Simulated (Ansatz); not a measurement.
Cu Kα1 powder pattern (kinematic, no thermal factors).
2θ (°) (relative intensity): 13.13 (1), 23.31 (41), 26.43 (11), 32.07 (9), 37.33 (24), 37.64 (9), 38.93 (43), 40.10 (9), 42.30 (100), 44.82 (42), 46.32 (6), 47.67 (4), 50.57 (2), 51.30 (5), 54.41 (2), 55.04 (15), 57.13 (6), 58.23 (1), 61.42 (3), 61.69 (2), 62.06 (5), 65.44 (9), 68.91 (2), 69.65 (1), 70.49 (3), 71.04 (13), 71.88 (1), 72.81 (18), 74.62 (8), 78.84 (10), 79.61 (2), 82.82 (13), 83.58 (4), 84.10 (16), 84.89 (1), 89.54 (2), 89.77 (5)

The pattern is computed from a structure relaxed with Ansatz, DFT PBE, scalar-relativistic, plane waves, PAW. No spin polarisation. Its elements are Al, Cu.

Give the structure.

Al$_{2}$Cu.
Space group Cmcm (No. 63). a = 2.850 Å, b = 13.479 Å, c = 4.623 Å, α = 90.00°, β = 90.00°, γ = 90.00°
```tsv
atom	site	symmetry	x	y	z
Al	4c	m2m	0.0000	0.7269	0.7500
Al	4c	m2m	0.5000	0.5536	0.7500
Cu	4c	m2m	0.5000	0.8875	0.7500
```

A pattern alone doesn't exclude other cells with like lines; this is the one computed.

Another cell of Al2Cu relaxed alike, in P-6m2, lies 22 meV/atom lower, so this cell isn't the stable form at this level.

The structure comes from a generated guess; another structure or a mixture of phases may lie lower.
